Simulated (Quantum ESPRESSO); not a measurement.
The system is LiF (Griceite).

```
CELL_PARAMETERS angstrom
0.00000 2.01400 2.01400
2.01400 0.00000 2.01400
2.01400 2.01400 0.00000
ATOMIC_POSITIONS crystal
F 0.50000 0.50000 0.50000
Li 0.00000 0.00000 0.00000
```

* Program: Quantum ESPRESSO 7.5
* Task: phonons and Raman activities
* Functional: PBE
* Potentials or basis: PseudoDojo 0.4.1 SR PBE standard
* Cutoff: 1143 eV
* Density cutoff: 4572 eV
* k mesh: 6 × 6 × 6, shifted
* Occupations: fermi-dirac, width 0.05 eV
* Spin: no spin polarisation
* Mixing beta: 0.5
* Most SCF iterations: 120
* SCF threshold: 4e-10 Ry

The cell and the atoms were relaxed first, to 8.37 Å³/atom (a = 2.871 Å, b = 2.871 Å, c = 2.871 Å, α = 60.00°, β = 60.00°, γ = 60.00°), and the response was taken there.

The first run showed a gap, so the response started from a second, tighter run with fixed occupations.

Question: How polar is the lattice: what are the Born charges, the two dielectric constants and the LO-TO splitting?

Answer: Born charges ±1.05 e; dielectric constants 2.04 (electrons alone) and 10.82 (static); transverse and longitudinal modes at 271 and 623 cm⁻¹.
